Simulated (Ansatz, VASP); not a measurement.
## Hf in VASP and in Ansatz

Contents of run.py:

```python
from ase.calculators.vasp import Vasp
from ase.dft.bandgap import bandgap
from ase.io import read

atoms = read('Hf.cif')
calc = Vasp(
    directory='calc',
    xc='pbesol',
    pp='PBE',
    setups='recommended',
    pp_version='54',
    prec='Accurate',
    encut=520,
    ediff=1e-06,
    ismear=0,
    sigma=0.1,
    lreal=False,
    lasph=True,
    nelm=80,
    algo='Fast',
    isif=2,
    lwave=False,
    lcharg=True,
    lelf=True,
    lvhar=True,
    kpts=[10, 10, 10],
    gamma=True,
    nbands=11,
)
atoms.calc = calc

print('energy (eV):', atoms.get_potential_energy())
print('free energy (eV):', atoms.get_potential_energy(force_consistent=True))
print('forces (eV/A):')
print(atoms.get_forces())
print('stress (eV/A^3, Voigt):', atoms.get_stress())
print('Fermi level (eV):', calc.get_fermi_level())
gap, top, bottom = bandgap(calc)
print('band gap (eV):', gap, 'from (spin, k, band)', top, 'to', bottom)
```

The input Hf.cif:

```cif
data_Hf
_cell_length_a 3.12635171
_cell_length_b 3.12635171
_cell_length_c 3.12635171
_cell_angle_alpha 109.47122063
_cell_angle_beta 109.47122063
_cell_angle_gamma 109.47122063
_space_group_name_H-M_alt 'P1'
_space_group_name_Hall 'P 1'
_space_group_IT_number 1
loop_
_space_group_symop_operation_xyz
'x,y,z'
loop_
_atom_site_label
_atom_site_type_symbol
_atom_site_symmetry_multiplicity
_atom_site_Wyckoff_symbol
_atom_site_fract_x
_atom_site_fract_y
_atom_site_fract_z
_atom_site_occupancy
Hf1 Hf 1 a 0.0000000000 0.0000000000 0.0000000000 1
```

input.yaml

```yaml
crystal:
  lattice:
    - [-1.805, 1.805, 1.805]
    - [1.805, -1.805, 1.805]
    - [1.805, 1.805, -1.805]
  atoms:
    - { symbol: Hf, position: [0.0, 0.0, 0.0] }
hamiltonian:
  xc: pbesol
  pseudopotentials: { kind: paw }
kpoints:
  mp_grid: { grid: [10, 10, 10] }
scf:
  occupations: { method: gaussian, width: 0.1 }
output:
  forces: true
  stress: true
  eigenvalues: true
```

This isn't the form of Hf at room conditions, which is hcp.

Alike in both runs: task single point; functional PBEsol; k mesh 10 × 10 × 10; occupations gaussian, width 0.1 eV; no spin polarisation.

|  | VASP | Ansatz |
| --- | --- | --- |
| version | VASP 6.6.1 | Ansatz 0.2.0 |
| potentials or method | VASP PAW PBE potentials, release 54 (Hf_pv) | Ansatz PAW |
| plane-wave cutoff (eV) | 520 | 420 |
| valence electrons in the cell | 10 | 26 |

Ansatz gave:

* gap on the k mesh at the Fermi level (eV): none
* pressure (GPa): -9.1

**Question.** What did VASP give for the same quantities?

**Answer.** gap on the k mesh at the Fermi level (eV): none; pressure (GPa): -9.4.

A gap of «none» marks a metal or a gap that the smearing closes. The functional is the same, so the differences come from potentials, cutoffs and numerics. The two sets of potentials don't hold the same shells in valence.

Caveats: the PAW data sets were made with another functional, which shifts forces and pressure a little (VASP); the PAW data sets come from PBE, with cores solved anew for the run's functional, which leaves a small shift of forces and pressure (Ansatz). Spin-orbit coupling is left out, which matters for the levels of Hf.
